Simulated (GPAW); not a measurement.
## CoO: band structure with revPBE

CoO:

```
Co O
1.0
     0.00000    2.13150    2.13150
     2.13150    0.00000    2.13150
     2.13150    2.13150    0.00000
Co O
1 1
Direct
  0.00000 0.00000 0.00000
  0.50000 0.50000 0.50000
```

```
Program             : GPAW 26.7.0
Task                : band structure
Functional          : revPBE
Potentials or basis : the program's PAW data sets (release 1.2.1) made for this functional
Cutoff              : 800 eV
Basis               : pw
k mesh              : 9 × 9 × 9
Occupations         : fermi-dirac, width 0.05 eV
Spin                : collinear spin, ferromagnetic start
Starting moments    : [2.0, 0.0] μB
Maxiter             : 150
Band path           : GXWKGLUWLK,UX
Band points         : 100
```

The pressure is 3.1 GPa, the band gap along the path is none (metal or under the smearing width) and the net moment is 2.94 μB per cell. The site moments are Co +2.55; O +0.23 μB.

Levels at the corners of the path, in eV from the Fermi level:
Spin up:
| point | band 7 | band 8 | band 9 | band 10 |
| --- | --- | --- | --- | --- |
| Γ | -3.13 | -3.13 | -3.13 | 0.87 |
| X | -2.48 | -2.12 | -2.12 | 5.74 |
| W | -2.34 | -2.12 | -1.41 | 7.98 |
| K | -2.11 | -1.99 | -1.36 | 7.31 |
| Γ | -3.13 | -3.13 | -3.13 | 0.87 |
| L | -1.85 | 0.05 | 0.05 | 4.96 |
| U | -2.11 | -1.99 | -1.36 | 7.31 |
| W | -2.34 | -2.12 | -1.41 | 7.98 |
| L | -1.85 | 0.05 | 0.05 | 4.96 |
| K | -2.11 | -1.99 | -1.36 | 7.31 |
| U | -2.11 | -1.99 | -1.36 | 7.31 |
| X | -2.48 | -2.12 | -2.12 | 5.74 |
Spin down:
| point | band 3 | band 4 | band 5 | band 6 | band 7 | band 8 | band 9 | band 10 |
| --- | --- | --- | --- | --- | --- | --- | --- | --- |
| Γ | -2.65 | -2.65 | -1.11 | -1.11 | -1.11 | 0.14 | 0.14 | 1.40 |
| X | -3.91 | -3.91 | -2.25 | 0.14 | 0.14 | 0.63 | 1.07 | 6.63 |
| W | -5.70 | -5.07 | -0.39 | -0.39 | 0.14 | 0.97 | 1.70 | 8.93 |
| K | -5.72 | -4.35 | -1.02 | -0.01 | 0.15 | 1.21 | 1.68 | 8.16 |
| Γ | -2.65 | -2.65 | -1.11 | -1.11 | -1.11 | 0.14 | 0.14 | 1.40 |
| L | -4.67 | -4.67 | -0.11 | -0.11 | 0.18 | 2.77 | 2.77 | 5.20 |
| U | -5.72 | -4.35 | -1.02 | -0.01 | 0.15 | 1.21 | 1.68 | 8.16 |
| W | -5.70 | -5.07 | -0.39 | -0.39 | 0.14 | 0.97 | 1.70 | 8.93 |
| L | -4.67 | -4.67 | -0.11 | -0.11 | 0.18 | 2.77 | 2.77 | 5.20 |
| K | -5.72 | -4.35 | -1.02 | -0.01 | 0.15 | 1.21 | 1.68 | 8.16 |
| U | -5.72 | -4.35 | -1.02 | -0.01 | 0.15 | 1.21 | 1.68 | 8.16 |
| X | -3.91 | -3.91 | -2.25 | 0.14 | 0.14 | 0.63 | 1.07 | 6.63 |

Run time: 40 s on 1 thread of AMD EPYC 7B13 (Zen 3), on a shared host, peak memory 0.29 GiB.

Caveat: a cell with one magnetic atom can't hold antiferromagnetic order, which such compounds often take; semilocal functionals often make such compounds metallic where correlation or magnetic order opens a gap, which also shifts bond lengths.
